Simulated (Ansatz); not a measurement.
# ZrSe2: the cost of one run

Program: Ansatz 0.2.0. PAW datasets, plane waves. (Simulation; spin polarisation is off.)

## 1. The system as given

The unstrained cell was relaxed with r2SCAN+rVV10; in each strained cell the atoms were relaxed again with r2SCAN+rVV10. Names of k-points are those of the unstrained zone, where strain can split equivalent points. First state: no strain.

It is trigonal, P-3m1 (No. 164); conventional cell a = 3.788 Å, c = 6.180 Å, 25.60 Å³ an atom. Zr has 6 Se at 2.69 Å; Se has 3 Zr at 2.69 Å.

Structure file:

```cif
data_structure
_symmetry_space_group_name_H-M 'P-3m1'
_symmetry_Int_Tables_number 164
_cell_length_a 3.7881
_cell_length_b 3.7881
_cell_length_c 6.1801
_cell_angle_alpha 90.000
_cell_angle_beta 90.000
_cell_angle_gamma 120.000
_cell_volume 76.80
loop_
_atom_site_label
_atom_site_type_symbol
_atom_site_symmetry_multiplicity
_atom_site_Wyckoff_symbol
_atom_site_fract_x
_atom_site_fract_y
_atom_site_fract_z
_atom_site_occupancy
Zr1 Zr 1 a 0.00000 0.00000 0.00000 1
Se1 Se 2 d 0.33333 0.66667 0.25381 1
```

## 2. No strain: PBE

File input.yaml:

```yaml
crystal:
  lattice:
    - [3.7881123217, 0.0, 0.0]
    - [-1.8940561609, 3.280601503, 0.0]
    - [0.0, 0.0, 6.1800627012]
  atoms:
    - { symbol: Zr, position: [0.0, 0.0, 0.0] }
    - { symbol: Se, position: [0.3333333333, 0.6666666667, 0.2538098227] }
    - { symbol: Se, position: [0.6666666667, 0.3333333333, 0.7461901773] }
kpoints:
  mp_grid: { grid: [12, 12, 4] }
  band_path:
    path:
      - [0.0, 0.0, 0.0]
      - [0.5, 0.0, 0.0]
      - [0.3333333333, 0.3333333333, 0.0]
      - [0.0, 0.0, 0.5]
      - [0.5, 0.0, 0.5]
      - [0.3333333333, 0.3333333333, 0.5]
      - [-0.046875, 0.020833, 0.0]
      - [0.0, 0.5, 0.5]
    npoints: 1
hamiltonian:
  xc: pbe
scf:
  occupations: { method: fermi_dirac, width: 0.02 }
  n_extra_bands: 4
output:
  forces: true
  stress: true
  eigenvalues: true
```

Command:

```console
$ ansatz run input.yaml --threads 4 --pin off --max-ram 4608MiB --backend cpu --events-out ev --progress --plain --runs-dir out
```

What time and memory should one allow on 4 threads of Intel Xeon at 2.50GHz (Skylake/Cascade Lake), shared host?

About 7.5 s, with a peak of 0.47 GiB.
